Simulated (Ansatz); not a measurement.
Re:

```
Re
1.0
     2.76080    0.00000    0.00000
    -1.38040    2.39092    0.00000
     0.00000    0.00000    4.45820
Re
2
Direct
  0.66667 0.33333 0.75000
  0.33333 0.66667 0.25000
```

Base run:

```yaml
Program: Ansatz 0.2.0
Functional: BLYP
Potentials_or_basis: all-electron LAPW, scalar-relativistic
Cutoff: 281 eV (chosen from the basis error)
Basis_error_allowed: 0.001 eV/atom
k_mesh: 11 × 11 × 6
Occupations: fermi-dirac, width 0.05 eV
Spin: no spin polarisation
```

Its results: pressure 19.6 GPa.

Question: The run is repeated on the same cell with these changes: functional from BLYP to PBE; occupations from fermi-dirac, width 0.05 eV to gaussian, width 0.028 eV. What comes out?

Answer: Pressure 5.9 GPa.

Caveats: so large a pressure means that the cell lies far from this level's equilibrium, or that cutoff or potentials fall short (some runs).
